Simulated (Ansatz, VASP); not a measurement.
# One calculation of C, two programs

```
CELL_PARAMETERS angstrom
2.50320 0.00000 0.00000
-1.25160 2.16783 0.00000
0.00000 0.00000 3.98252
ATOMIC_POSITIONS crystal
C 0.33333 0.66667 0.99977
C 0.66667 0.33333 0.49977
C 0.33333 0.66667 0.37523
C 0.66667 0.33333 0.87523
```

Change from the starting cell: uniaxial_z strain -4.5%.

Alike in both runs: task single point; functional r2SCAN; k mesh 12 × 12 × 6; no spin polarisation.

```csv
,VASP,Ansatz
version,VASP 6.6.1,Ansatz 0.2.0
potentials or method,"VASP PAW PBE potentials, release 64 (C)","plane waves, PAW"
plane-wave cutoff (eV),520,500
occupations,"gaussian, width 0.01 eV",fixed
valence electrons in the cell,16,16
```

Ansatz gave:

- gap on the k mesh at the Fermi level (eV): 3.55
- pressure (GPa): 24.1
- largest component of the traceless stress (GPa): 47.19
- rms of the force components (eV/Å): 0.000

Question: What did VASP give for the same quantities?

Answer: gap on the k mesh at the Fermi level (eV): 3.51; pressure (GPa): 25.4; largest component of the traceless stress (GPa): 47.43; rms of the force components (eV/Å): 0.006.

Atom by atom the forces differ by 0.006 eV/Å (rms over components).

Caveats: so large a pressure means that the cell lies far from this level's equilibrium, or that cutoff or potentials fall short (VASP); the potentials were made for another functional, which shifts forces and pressure (VASP).
